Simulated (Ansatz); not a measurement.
# AlN, one cell by several methods

```xyz
4
Lattice="3.1110 0.0000 0.0000 -1.5555 2.6942 0.0000 0.0000 0.0000 4.8784" Properties=species:S:1:pos:R:3 pbc="T T T"
Al    0.0000    1.7961    0.0000
Al    1.5555    0.8981    2.4392
N     0.0000    1.7961    1.8782
N     1.5555    0.8981    4.3174
```

Atom numbers follow the list: Al1, Al2, N3, N4.

The cell is COD entry 9008860, as deposited and not checked against the literature; nothing was relaxed. The listed cell was then made from it by scaling, straining or moving an atom.

Levels of theory: DFT, PBE, PAW with Ansatz's default frozen-core files, scalar-relativistic (Ansatz 0.2.0); DFT, PBE, all-electron PAW with datasets made for the crystal, scalar-relativistic (Ansatz 0.2.0); DFT, PBE, all-electron LAPW, scalar-relativistic (Ansatz 0.2.0).

For PAW: a Γ-centred 11×11×6 k mesh, Fermi–Dirac smearing of 0.02 eV, cutoff 420 eV, no spin polarisation. The crystal-made all-electron datasets (AE datasets) take a cutoff of 380 eV at this cell. LAPW targets a basis error of 1 meV/atom. The Ansatz runs share mesh, smearing and spin set-up. Plane-wave (PAW) pressures include the program's estimate of the Pulay term.

Stress and pressure are positive in compression.

| quantity | PAW | AE datasets | LAPW |
| --- | --- | --- | --- |
| pressure (GPa) | 8.20 | 8.10 | 8.10 |
| stress xx (GPa) | 6.20 | 6.09 | 6.09 |
| stress zz (GPa) | 12.21 | 12.12 | 12.12 |
| force on Al1, z (eV/Å) | -0.092 | -0.091 | -0.091 |
| force on N3, z (eV/Å) | 0.092 | 0.091 | 0.091 |
| band gap (eV) | 4.278 | 4.286 | 4.286 |

PAW's pressure differs from the LAPW value by +0.10 GPa.
